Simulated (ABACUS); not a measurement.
# Ge (Fd-3m) in ABACUS: a series of runs

One crystal, Ge, is run at these levels: LDA, BP86; tasks: single point, relaxation of cell and atoms.

Program: ABACUS 3.10.1. These are calculated values, not measurements. Logs are shortened: lines on timing, memory, paths and dates and some standing lists are left out, and cuts for length are marked.

**What was measured.**

“Electronic and optical properties of SixGe1-x-ySny alloys lattice-matched to Ge”, 2021, arxiv:2109.02782 reports, for a bulk crystal of Ge at 293 K: band gap 0.666 eV (indirect).

The results are compared with them further down.

## (1) Starting point

The structure is cubic, space group Fd-3m (No. 227). The conventional cell has a = 5.658 Å, b = 5.658 Å, c = 5.658 Å, α = 90.00°, β = 90.00°, γ = 90.00°. Ge (site symmetry -43m) is surrounded by 4 Ge at 2.45 Å.

## (2) Single point, LDA

Input file INPUT:

```
INPUT_PARAMETERS
suffix              Ge
calculation         scf
basis_type          lcao
pseudo_dir          ./
orbital_dir         ./
symmetry            1
dft_functional      pz
ecutwfc             100
pseudo_rcut         10
nspin               1
nbands              24
ks_solver           genelpa
smearing_method     fd
smearing_sigma      0.00367493
scf_thr             1e-07
scf_nmax            100
mixing_type         broyden
mixing_beta         0.7
cal_force           1
cal_stress          1
out_mul             1
out_chg             1
```

Input file STRU:

```
ATOMIC_SPECIES
Ge 72.6300 Ge.upf

NUMERICAL_ORBITAL
Ge_confined-atom_7au_2s2p2d.orb

LATTICE_CONSTANT
1.8897261246

LATTICE_VECTORS
0.0000000000 2.8289100000 2.8289100000
2.8289100000 0.0000000000 2.8289100000
2.8289100000 2.8289100000 0.0000000000

ATOMIC_POSITIONS
Cartesian

Ge
0.0
2
4.2433650000 4.2433650000 4.2433650000 1 1 1
2.8289100000 2.8289100000 2.8289100000 1 1 1
```

Input file KPT:

```
K_POINTS
0
Gamma
7 7 7 0 0 0
```

Potentials or basis: PseudoDojo NC SR 0.4.1 LDA standard, DZP LCAO (the cutoffs set its grid).

The run is started by

```console
$ OMP_NUM_THREADS=1 mpirun -np 4 abacus > log
```

running log:

```text
ABACUS v3.10.1

               Atomic-orbital Based Ab-initio Computation at UStc

 ------------------------------------------------------------------------------------

 READING GENERAL INFORMATION
                           global_out_dir = OUT.Ge/
                           global_in_card = INPUT
                               pseudo_dir = ./
                              orbital_dir = ./
                                    DSIZE = 4
                                    GSIZE = 1

 READING UNITCELL INFORMATION
                                    ntype = 1
                  lattice constant (Bohr) = 1.88973
              lattice constant (Angstrom) = 1

 READING ATOM TYPE 1
                               atom label = Ge
                      L=0, number of zeta = 2
                      L=1, number of zeta = 2
                      L=2, number of zeta = 2
             number of atom for this type = 2

                        TOTAL ATOM NUMBER = 2
CARTESIAN COORDINATES ( UNIT =       1.889726124600 Bohr ).
    atom                   x                   y                   z     mag                  vx                  vy                  vz
tauc_Ge1            4.2433650000        4.2433650000        4.2433650000  0.0000        0.0000000000        0.0000000000        0.0000000000
tauc_Ge2            2.8289100000        2.8289100000        2.8289100000  0.0000        0.0000000000        0.0000000000        0.0000000000

                          Volume (Bohr^3) = 305.551
                             Volume (A^3) = 45.278

 Lattice vectors: (Cartesian coordinate: in unit of a_0)
                   +0            +2.82891            +2.82891
             +2.82891                  +0            +2.82891
             +2.82891            +2.82891                  +0
 Reciprocal vectors: (Cartesian coordinate: in unit of 2 pi/a_0)
            -0.176747           +0.176747           +0.176747
            +0.176747           -0.176747           +0.176747
            +0.176747           +0.176747           -0.176747
 The esolver type has been set to : ksdft_lcao

                PAO radial cut off (Bohr) = 10

 Read in pseudopotential file is Ge.upf
                     pseudopotential type = NC
          exchange-correlation functional = SLA PW NOGXNOGC
                 nonlocal core correction = 1
                        valence electrons = 14
                                     lmax = 2
                           number of zeta = 3
                     number of projectors = 6
                           L of projector = 0
                           L of projector = 0
                           L of projector = 1
                           L of projector = 1
                           L of projector = 2
                           L of projector = 2
 XC functional updated to : pz
          exchange-correlation functional = PZ
     initial pseudo atomic orbital number = 18

[... 160 lines left out ...]
                     search radius (Bohr) = 17.9
              searching radius is (Bohr)) = 17.9
         searching radius unit is (Bohr)) = 1.89
                         PeriodicBoundary = 1
                        Radius(unit:lat0) = 9.46
                                   glayer = [ 4, 4, 4 ]
                             glayer_minus = [ 3, 3, 3 ]

Find the coordinate range of the input atom(unit:lat0).
                                  min_tau = [ -14.1, -14.1, -14.1 ]
                                  max_tau = [ 21.2, 21.2, 21.2 ]
                                BoxNumber = [ 7, 7, 7 ]

 SETUP EXTENDED REAL SPACE GRID FOR GRID INTEGRATION
                          real space grid = [ 50, 50, 50 ]
                 big cell numbers in grid = [ 10, 10, 10 ]
             meshcell numbers in big cell = [ 5, 5, 5 ]
                        extended fft grid = [ 12, 12, 12 ]
                dimension of extened grid = [ 35, 35, 35 ]
                            UnitCellTotal = 125
              Atom number in sub-FFT-grid = 2
    Local orbitals number in sub-FFT-grid = 36
                                ParaV.nnr = 23814
                                 init_chg = atomic

 LCAO ALGORITHM --------------- ION=   1  ELEC=   1--------------------------------

 Density error is 0.0369349560603
----------------------------------------------------------
     Energy           Rydberg                 eV
----------------------------------------------------------
 E_KohnSham     -356.8871094756      -4855.6982316184
 E_Harris       -356.1787722022      -4846.0608085938
 E_Fermi        0.6574311751         8.9448100243
----------------------------------------------------------
[... 58 lines left out ...]
 Density error is 8.6034052094e-08
----------------------------------------------------------
     Energy           Rydberg                 eV
----------------------------------------------------------
 E_KohnSham     -356.8870067037      -4855.6968333350
 E_KS(sigma->0) -356.8869524122      -4855.6960946610
 E_Harris       -356.8870145690      -4855.6969403477
 E_band         -20.5249290825       -279.2559865673
 E_one_elec     -184.4092497521      -2509.0165605343
 E_Hartree      110.9488270839       1509.5362347575
 E_xc           -85.9257172494       -1169.0793593284
 E_Ewald        -197.5007582031      -2687.1356708818
 E_entropy(-TS) -0.0001085830        -0.0014773481
 E_descf        0.0000000000         0.0000000000
 E_exx          0.0000000000         0.0000000000
 E_Fermi        0.6791398199         9.2401712895
----------------------------------------------------------

 charge density convergence is achieved
 final etot is -4855.6968333 eV
 EFERMI = 9.2401712895 eV

 STATE ENERGY(eV) AND OCCUPATIONS    NSPIN == 1
 1/20 kpoint (Cartesian) = 0.0000 0.0000 0.0000 (1274 pws)
       1       -15.5288     0.00583090
       2       -15.5288     0.00583090
       3       -15.5288     0.00583090
       4       -15.4851     0.00583090
       5       -15.4851     0.00583090
       6       -15.2797     0.00583090
[... 146 lines left out ...]
      23        24.8739        0.00000
      24        26.8154        0.00000

[... levels at 14 further k points ...]

 correction force for each atom along direction 1 is 1.27558e-08
 correction force for each atom along direction 2 is 2.32527e-08
 correction force for each atom along direction 3 is 2.13707e-08
------------------------------------------------------------------------------------------
 TOTAL-FORCE (eV/Angstrom)
------------------------------------------------------------------------------------------
                       Ge1         0.0000000000         0.0000000000         0.0000000000
                       Ge2         0.0000000000         0.0000000000         0.0000000000
------------------------------------------------------------------------------------------

----------------------------------------------------------------
 TOTAL-STRESS (KBAR)
----------------------------------------------------------------
        -3.7431174748         0.0000000000        -0.0000000000
         0.0000000000        -3.7431174748        -0.0000000000
         0.0000000000        -0.0000000000        -3.7431174748
----------------------------------------------------------------
 TOTAL-PRESSURE: -3.743117 KBAR

 --------------------------------------------
 !FINAL_ETOT_IS -4855.6968333349959721 eV
 --------------------------------------------
```

stdout:

```text
ABACUS v3.10.1

               Atomic-orbital Based Ab-initio Computation at UStc

 dft_functional readin is: pz
 dft_functional in pseudopot file is: SLA PW NOGXNOGC
[... 34 lines left out ...]
 GE7     -4.85569683e+03  -3.96751322e-10   8.6034e-08   0.27
----------------------------------------------------------------
 TOTAL-STRESS (KBAR)
----------------------------------------------------------------
        -3.7431174748         0.0000000000        -0.0000000000
         0.0000000000        -3.7431174748        -0.0000000000
         0.0000000000        -0.0000000000        -3.7431174748
----------------------------------------------------------------
 TOTAL-PRESSURE: -3.743117 KBAR
```

mulliken.txt:

```text
 0
CALCULATE THE MULLIkEN ANALYSIS FOR EACH ATOM
 Total charge:	28
Decomposed Mulliken populations
0                             Zeta of Ge              Spin 1
[... 51 lines left out ...]
dx^2-y^2                               0              2.0011
dxy                                    0              2.0005
SUM OVER M                                           10.0036
dz^2                                   1              0.0307
dxz                                    1              0.0422
dyz                                    1              0.0402
dx^2-y^2                               1              0.0187
dxy                                    1              0.0510
SUM OVER M                                            0.1828
SUM OVER M+Zeta                                      10.1864

SUM OVER M+Zeta+L                                    14.0000

Total Charge on atom:                 Ge             14.0000
```

It took 3.8 s on 4 MPI ranks of Intel Xeon Platinum 8375C at 2.90GHz (Ice Lake), shared host; peak memory 0.36 GiB.

Results:

| Quantity | Value |
| --- | --- |
| Free energy | -4855.6968 eV |
| Pressure | -0.4 GPa |
| Band gap on the k mesh | none (metal or under the smearing width) |

Caveat: the atomic orbitals were generated for these runs and aren't a published set; the basis of atomic orbitals isn't converged, which shifts pressures, moduli and gaps.

## (3) Relaxation of cell and atoms, LDA

Input file run_abacus.py:

```python
"""Relaxation by an ASE optimiser with ABACUS as a small file-based calculator."""
import re
import subprocess
import spglib
from ase import Atoms
import numpy as np
from ase.calculators.calculator import Calculator, all_changes
from ase.filters import FrechetCellFilter
from ase.io import read
from ase.optimize import BFGSLineSearch
from ase.stress import full_3x3_to_voigt_6_stress
from ase.units import Bohr, GPa

atoms = read("Ge.cif")
cell, frac, numbers = spglib.standardize_cell((atoms.cell[:], atoms.get_scaled_positions(), atoms.numbers), to_primitive=True, symprec=1e-4)
atoms = Atoms(numbers=numbers, cell=cell, scaled_positions=frac, pbc=True)  # the primitive cell
atoms = atoms[(-atoms.numbers).argsort(kind="stable")]  # ABACUS lists atoms element by element
pseudo = {'Ge': 'Ge.upf'}
orbital = {'Ge': 'Ge_confined-atom_7au_2s2p2d.orb'}
magmoms = None
kmesh = [7, 7, 7]
params = {
    'suffix': 'Ge',
    'calculation': 'scf',
    'basis_type': 'lcao',
    'pseudo_dir': './',
    'orbital_dir': './',
    'symmetry': 1,
    'dft_functional': 'pz',
    'ecutwfc': 100,
    'pseudo_rcut': 10,
    'nspin': 1,
    'nbands': 18,
    'ks_solver': 'genelpa',
    'smearing_method': 'fd',
    'smearing_sigma': 0.00367493,
    'scf_thr': 1e-07,
    'scf_nmax': 100,
    'mixing_type': 'broyden',
    'mixing_beta': 0.7,
    'cal_force': 1,
    'cal_stress': 1,
    'out_mul': 1,
}

def write_input(atoms):
    symbols = atoms.get_chemical_symbols()
    elements = list(dict.fromkeys(symbols))
    lines = ["ATOMIC_SPECIES"] + [f"{e} {atoms.get_masses()[symbols.index(e)]:.4f} {pseudo[e]}" for e in elements]
    if orbital:
        lines += ["", "NUMERICAL_ORBITAL"] + [orbital[e] for e in elements]
    lines += ["", "LATTICE_CONSTANT", f"{1 / Bohr:.10f}", "", "LATTICE_VECTORS"]
    lines += [" ".join(f"{x:.10f}" for x in v) for v in atoms.cell]
    lines += ["", "ATOMIC_POSITIONS", "Direct"]
    for e in elements:
        lines += ["", e, "0.0", str(symbols.count(e))]
        for i, p in enumerate(atoms.get_scaled_positions(wrap=False)):
            if symbols[i] == e:
                mag = "" if magmoms is None else " mag " + " ".join(str(x) for x in (magmoms[i] if isinstance(magmoms[i], list) else [magmoms[i]]))
                lines.append(" ".join(f"{x:.10f}" for x in p) + " 1 1 1" + mag)
    open("STRU", "w").write("\n".join(lines) + "\n")
    open("KPT", "w").write("K_POINTS\n0\nGamma\n%d %d %d 0 0 0\n" % tuple(kmesh))
    open("INPUT", "w").write("INPUT_PARAMETERS\n" + "".join(f"{k:<20s}{v}\n" for k, v in params.items()))

class Abacus(Calculator):
    implemented_properties = ["energy", "free_energy", "forces", "stress"]

    def calculate(self, atoms=None, properties=("energy",), system_changes=all_changes):
        super().calculate(atoms, properties, system_changes)
        write_input(self.atoms)
        subprocess.run(['mpirun', '-np', '4', 'abacus'], check=True)
        log = open("OUT.Ge/running_scf.log").read()
        if "charge density convergence is achieved" not in log:
            raise RuntimeError("SCF not converged")
        rows = lambda title, n: np.array([l.split()[-3:] for l in log.split(title)[-1].split("\n")[2:2 + n]], float)
        energy = float(re.findall(r"FINAL_ETOT_IS (\S+)", log)[-1])
        stress = -rows("TOTAL-STRESS", 3) / 10 * GPa  # ABACUS prints kbar, compression positive
        self.results = dict(energy=energy, free_energy=energy, forces=rows("TOTAL-FORCE", len(self.atoms)), stress=full_3x3_to_voigt_6_stress(stress))

atoms.calc = Abacus()
opt = BFGSLineSearch(FrechetCellFilter(atoms), logfile="opt.log", trajectory="relax.traj")
print("optimiser converged:", opt.run(fmax=0.01, steps=60))
```

Input file Ge.cif:

```cif
data_Ge
_cell_length_a 5.65782000
_cell_length_b 5.65782000
_cell_length_c 5.65782000
_cell_angle_alpha 90.00000000
_cell_angle_beta 90.00000000
_cell_angle_gamma 90.00000000
_space_group_name_H-M_alt 'Fd-3m'
_space_group_name_Hall 'F 4d 2 3 -1d'
_space_group_IT_number 227
loop_
_space_group_symop_operation_xyz
'x,y,z'
'-y+1/4,x+1/4,z+1/4'
'-x,-y+1/2,z+1/2'
'y+3/4,-x+1/4,z+3/4'
'x,-y,-z'
'-y+1/4,-x+3/4,-z+3/4'
'-x,y+1/2,-z+1/2'
'y+3/4,x+3/4,-z+1/4'
'z,x,y'
'z+1/4,-y+1/4,x+1/4'
'z+1/2,-x,-y+1/2'
'z+3/4,y+3/4,-x+1/4'
'-z,x,-y'
'-z+3/4,-y+1/4,-x+3/4'
'-z+1/2,-x,y+1/2'
'-z+1/4,y+3/4,x+3/4'
'y,z,x'
'x+1/4,z+1/4,-y+1/4'
'-y+1/2,z+1/2,-x'
'-x+1/4,z+3/4,y+3/4'
'-y,-z,x'
'-x+3/4,-z+3/4,-y+1/4'
'y+1/2,-z+1/2,-x'
'x+3/4,-z+1/4,y+3/4'
'-x+1/4,-y+1/4,-z+1/4'
'y,-x,-z'
'x+1/4,y+3/4,-z+3/4'
'-y+1/2,x,-z+1/2'
'-x+1/4,y+1/4,z+1/4'
'y,x+1/2,z+1/2'
'x+1/4,-y+3/4,z+3/4'
'-y+1/2,-x+1/2,z'
'-z+1/4,-x+1/4,-y+1/4'
'-z,y,-x'
'-z+3/4,x+1/4,y+3/4'
'-z+1/2,-y+1/2,x'
'z+1/4,-x+1/4,y+1/4'
'z+1/2,y,x+1/2'
'z+3/4,x+1/4,-y+3/4'
'z,-y+1/2,-x+1/2'
'-y+1/4,-z+1/4,-x+1/4'
[... 89 lines left out ...]
'-z+1/4,x+1/4,y+1/4'
'-z,-y+1/2,x+1/2'
'z+3/4,-x+1/4,y+3/4'
'z,y,x'
'z+1/4,x+1/4,-y+1/4'
'z+1/2,-y+1/2,-x'
'-y+3/4,-z+1/4,-x+3/4'
'-x+1/2,-z,y+1/2'
'y+1/4,-z+3/4,x+3/4'
'x+1/2,-z+1/2,-y'
'y+3/4,z+1/4,-x+3/4'
'x,z+1/2,y+1/2'
'-y+1/4,z+3/4,x+3/4'
'-x,z,-y'
'x+1/2,y+1/2,z'
'-y+3/4,x+3/4,z+1/4'
'-x+1/2,-y,z+1/2'
'y+1/4,-x+3/4,z+3/4'
'x+1/2,-y+1/2,-z'
'-y+3/4,-x+1/4,-z+3/4'
'-x+1/2,y,-z+1/2'
'y+1/4,x+1/4,-z+1/4'
'z+1/2,x+1/2,y'
'z+3/4,-y+3/4,x+1/4'
'z,-x+1/2,-y+1/2'
'z+1/4,y+1/4,-x+1/4'
'-z+1/2,x+1/2,-y'
'-z+1/4,-y+3/4,-x+3/4'
'-z,-x+1/2,y+1/2'
'-z+3/4,y+1/4,x+3/4'
'y+1/2,z+1/2,x'
'x+3/4,z+3/4,-y+1/4'
'-y,z,-x'
'-x+3/4,z+1/4,y+3/4'
'-y+1/2,-z+1/2,x'
'-x+1/4,-z+1/4,-y+1/4'
'y,-z,-x'
'x+1/4,-z+3/4,y+3/4'
'-x+3/4,-y+3/4,-z+1/4'
'y+1/2,-x+1/2,-z'
'x+3/4,y+1/4,-z+3/4'
'-y,x+1/2,-z+1/2'
'-x+3/4,y+3/4,z+1/4'
'y+1/2,x,z+1/2'
'x+3/4,-y+1/4,z+3/4'
'-y,-x,z'
'-z+3/4,-x+3/4,-y+1/4'
'-z+1/2,y+1/2,-x'
'-z+1/4,x+3/4,y+3/4'
'-z,-y,x'
'z+3/4,-x+3/4,y+1/4'
'z,y+1/2,x+1/2'
'z+1/4,x+3/4,-y+3/4'
'z+1/2,-y,-x+1/2'
'-y+3/4,-z+3/4,-x+1/4'
'-x+1/2,-z+1/2,y'
'y+1/4,-z+1/4,x+1/4'
'x+1/2,-z,-y+1/2'
'y+3/4,z+3/4,-x+1/4'
'x,z,y'
'-y+1/4,z+1/4,x+1/4'
'-x,z+1/2,-y+1/2'
loop_
_atom_site_label
_atom_site_type_symbol
_atom_site_symmetry_multiplicity
_atom_site_Wyckoff_symbol
_atom_site_fract_x
_atom_site_fract_y
_atom_site_fract_z
_atom_site_occupancy
Ge1 Ge 8 a 0.2500000000 0.2500000000 0.2500000000 1
```

Potentials or basis: PseudoDojo NC SR 0.4.1 LDA standard, DZP LCAO (the cutoffs set its grid).

The run is started by

```console
$ OMP_NUM_THREADS=1 python run_abacus.py > log
```

Run time: 13 s. Hardware: 4 MPI ranks of Intel Xeon Platinum 8375C at 2.90GHz (Ice Lake), shared host; peak memory 0.36 GiB.

Results (log left out):

| Property | Result |
| --- | --- |
| Free energy | -4855.6971 eV |
| Relaxed volume | 22.51 Å³/atom |
| Relaxed cell | a = 3.993 Å, b = 3.993 Å, c = 3.993 Å, α = 60.00°, β = 60.00°, γ = 60.00° |
| Space group after relaxing (to 0.05 Å) | Fd-3m (No. 227) |
| Energy gained by relaxing | 0.1 meV/atom |
| Ionic steps | 3 |
| Pressure after relaxing | 0.0 GPa |
| Band gap on the k mesh | none (metal or under the smearing width) |

Step by step:
| step | energy change (eV) | largest force (eV/Å) | pressure (GPa) | volume (Å³) |
| --- | --- | --- | --- | --- |
| 1 | 0.0000 | 0.0000 | -0.37 | 45.28 |
| 2 | -0.0002 | 0.0000 | 0.16 | 44.92 |
| 3 | -0.0003 | 0.0000 | 0.00 | 45.03 |

Final structure:
```
CELL_PARAMETERS angstrom
0.00000 2.82370 2.82370
2.82370 0.00000 2.82370
2.82370 2.82370 0.00000
ATOMIC_POSITIONS crystal
Ge 0.25000 0.25000 0.25000
Ge 0.00000 0.00000 0.00000
```

Levels at points of the mesh, in eV from the Fermi level:
```
           k point  band 12  band 13  band 14  band 15  band 16  band 17
(0.00, 0.00, 0.00)    -0.03    -0.01    -0.01    -0.01     2.56     2.56
```

Caveat: the atomic orbitals were generated for these runs and aren't a published set; the basis of atomic orbitals isn't converged, which shifts pressures, moduli and gaps.

(Continued in part 2 of 2.)
